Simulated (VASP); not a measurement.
## VASP 6.6.1 run: BaS

INCAR

```
IBRION = -1
LREAL = .FALSE.
LWAVE = .FALSE.
ISIF = 2
LCHARG = .FALSE.
NSW = 0
ISMEAR = 1
NBANDS = 24
ALGO = All
EDIFF = 1E-7
LASPH = .TRUE.
NELM = 120
PREC = Accurate
SIGMA = 0.5
ENCUT = 520
GGA = PE
```

KPOINTS

```
KPOINTS created by Atomic Simulation Environment
0
Gamma
6 6 4
0 0 0
```

POSCAR

```
Ba S
 1.0000000000000000
     4.4421900018022855    0.0000000000000000    0.0000000000000000
    -2.2210950009011428    3.8470493899980207    0.0000000000000000
     0.0000000000000000    0.0000000000000000    7.8128292682999998
 Ba  S
   2   2
Cartesian
  0.0000000000000000  0.0000000000000000  0.0000000000000000
  0.0000000000000000  0.0000000000000000  3.9064146341500008
 -0.0000000000000000  2.5646995933320142  1.9532073170750004
  2.2210950009011428  1.2823497966660071  5.8596219512250007
```

The recommended PBE PAW datasets give the neutral cell 32 valence electrons.

Command

```
mpirun -np 1 vasp_std
```

OSZICAR

```
N       E                     dE             d eps       ncg     rms           ort
DAV:   1     0.199559826855E+03    0.19956E+03   -0.15262E+04   504   0.121E+03
DAV:   2    -0.634068979919E+01   -0.20590E+03   -0.19216E+03   504   0.212E+02
DAV:   3    -0.204897810420E+02   -0.14149E+02   -0.14080E+02   504   0.589E+01
DAV:   4    -0.209220588919E+02   -0.43228E+00   -0.43173E+00   504   0.969E+00
DAV:   5    -0.209299538828E+02   -0.78950E-02   -0.78923E-02   504   0.120E+00
SDA:   6    -0.182205888052E+02    0.27094E+01   -0.78923E-02   504   0.689E+01   0.000E+00
CGA:   7    -0.197559239510E+02   -0.15353E+01   -0.15388E+01   504   0.323E+00  -0.798E-01
CGA:   8    -0.198677710598E+02   -0.11185E+00   -0.11197E+00   504   0.121E+00  -0.802E-03
CGA:   9    -0.199049357105E+02   -0.37165E-01   -0.37227E-01   504   0.313E-01  -0.622E-03
CGA:  10    -0.199137966439E+02   -0.88609E-02   -0.88675E-02   504   0.686E-02  -0.115E-03
CGA:  11    -0.199160587861E+02   -0.22621E-02   -0.22576E-02   504   0.170E-02   0.468E-04
CGA:  12    -0.199167820501E+02   -0.72326E-03   -0.72386E-03   504   0.766E-03  -0.338E-05
CGA:  13    -0.199170835735E+02   -0.30152E-03   -0.30344E-03   504   0.220E-03  -0.139E-04
CGA:  14    -0.199171615704E+02   -0.77997E-04   -0.77854E-04   504   0.479E-04   0.170E-05
CGA:  15    -0.199171786810E+02   -0.17111E-04   -0.17029E-04   504   0.117E-04   0.115E-05
CGA:  16    -0.199171838921E+02   -0.52112E-05   -0.53991E-05   504   0.467E-05  -0.117E-05
CGA:  17    -0.199171858287E+02   -0.19366E-05   -0.20394E-05   504   0.182E-05  -0.571E-06
CGA:  18    -0.199171863618E+02   -0.53303E-06   -0.53028E-06   504   0.490E-06   0.282E-06
CGA:  19    -0.199171865426E+02   -0.18087E-06   -0.18126E-06   504   0.161E-06   0.944E-07
SDA:  20    -0.199171866437E+02   -0.10108E-06   -0.12043E-06   504   0.158E-06  -0.642E-07
SDA:  21    -0.199171866787E+02   -0.34984E-07   -0.40050E-07   504   0.319E-07   0.500E-07
   1 F= -.19917187E+02 E0= -.19955926E+02  d E =0.116217E+00
```

From OUTCAR

```
k-points           NKPTS =     21   k-points in BZ     NKDIM =     21   number of bands    NBANDS=     24

   NELECT =      32.0000    total number of electrons

   dimension x,y,z NGX =    36 NGY =   36 NGZ =   60
   dimension x,y,z NGXF=    72 NGYF=   72 NGZF=  120

  energy-cutoff  :      520.00
  volume of cell :      133.52
      direct lattice vectors                 reciprocal lattice vectors
     4.442190002  0.000000000  0.000000000     0.225114189  0.129969738  0.000000000
    -2.221095001  3.847049390  0.000000000     0.000000000  0.259939475  0.000000000
     0.000000000  0.000000000  7.812829268     0.000000000  0.000000000  0.127994605

 k-points in reciprocal lattice and weights: KPOINTS created by Atomic Simulation Env
   0.00000000  0.00000000  0.00000000       0.007
   0.16666667  0.00000000  0.00000000       0.042
   0.33333333  0.00000000  0.00000000       0.042
   0.50000000 -0.00000000  0.00000000       0.021
   0.16666667  0.16666667  0.00000000       0.042
   0.33333333  0.16666667  0.00000000       0.083
   0.33333333  0.33333333  0.00000000       0.014
   0.00000000  0.00000000  0.25000000       0.014
   ...

 E-fermi :   1.4622

 k-point     1 :       0.0000    0.0000    0.0000
  band No.  band energies     occupation
      1     -24.9952      2.00000
      2     -24.9205      2.00000
      3     -11.2240      2.00000
      4     -10.0539      2.00000
      5     -10.0539      2.00000
      6      -9.9443      2.00000
      7      -9.9443      2.00000
      8      -9.8830      2.00000
      9      -8.9675      2.00000
     10      -7.9216      2.00000
     11      -0.5028      2.00000
     12       0.4807      2.01798
     13       0.4807      2.01798
     14       1.2648      1.61432
     15       1.4220      1.13598
     16       1.4220      1.13598
     17       3.7487     -0.00000
     18       4.9503     -0.00000
     19       5.4871     -0.00000
     20       5.4871     -0.00000
     21       5.6017     -0.00000
     22       5.6017     -0.00000
     23       6.9906     -0.00000
     24       7.6757     -0.00000

 k-point     2 :       0.1667    0.0000    0.0000
  band No.  band energies     occupation
      1     -24.9864      2.00000
      2     -24.9128      2.00000
      3     -11.1210      2.00000
      4     -10.3708      2.00000
      5     -10.0827      2.00000
      6     -10.0561      2.00000
      7      -9.9672      2.00000
      8      -9.8655      2.00000
      9      -8.6496      2.00000
     10      -8.0961      2.00000
     11      -0.1943      2.00003
     12       0.4998      2.02021
     13       0.5472      2.02659
     14       0.7886      2.06701
     15       0.9609      2.05083
     16       1.3066      1.49969
     17       3.9808     -0.00000
     18       5.0863     -0.00000
     19       5.8685     -0.00000
     20       5.8817     -0.00000
     21       5.9861     -0.00000
     22       6.0230     -0.00000
     23       7.5401     -0.00000
     24       8.0296     -0.00000

 ...

  Total        0.3944661      0.3944661      0.5373957      0.0000000      0.0000000      0.0000000
  in kB        4.7335508      4.7335508      6.4486901      0.0000000      0.0000000      0.0000000
  external PRESSURE =       5.3052639 kB  Pullay stress =       0.0000000 kB

 POSITION                                       TOTAL-FORCE (eV/Angst)
 -----------------------------------------------------------------------------------
      0.00000      0.00000      0.00000         0.000000      0.000000      0.000000
      0.00000      0.00000      3.90641         0.000000      0.000000      0.000000
      0.00000      2.56470      1.95321         0.000000     -0.000000     -0.000000
      2.22110      1.28235      5.85962        -0.000000      0.000000      0.000000
 -----------------------------------------------------------------------------------
    total drift:                               -0.000000      0.000000     -0.000000

  FREE ENERGIE OF THE ION-ELECTRON SYSTEM (eV)
  ---------------------------------------------------
  free  energy   TOTEN  =       -19.9171866787 eV

  energy  without entropy=      -20.0334037507  energy(sigma->0) =      -19.95592570
```

It converged. Results: gap between bands v and c on the k mesh 2.33 eV; least direct gap on the k mesh 2.33 eV; pressure 0.5 GPa. Band v is the last that the valence electrons fill when counted band by band, and c is the next.

For comparison, a separate PBE run of the intended cell, on usual settings and not on those above, gives a gap of 2.31 eV on its mesh and a pressure of 0.6 GPa.

The run above took about 40 s on one core of a shared host (Intel Xeon 6975P-C) and held 0.34 GiB at most.
